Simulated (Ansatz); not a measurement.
System: CdO (rock salt type), 2 atoms in the cell.

Theory: PBE, all-electron LAPW, point nucleus in Ansatz.

k-mesh 8×8×8 Γ-centred; Fermi–Dirac smearing of 0.1 eV; no spin polarisation.

```
Cd O
1.0
     0.00000    2.39000    2.39000
     2.39000    0.00000    2.39000
     2.39000    2.39000    0.00000
Cd O
1 1
Cartesian
  0.0000 0.0000 0.0000
  2.3900 2.3900 2.3900
```

Would the cell expand or shrink if it were free to relax?

The pressure is -0.95 GPa, so at these settings the cell is stretched and would shrink.

The k-mesh is modest, so these values aren't fully converged in k.
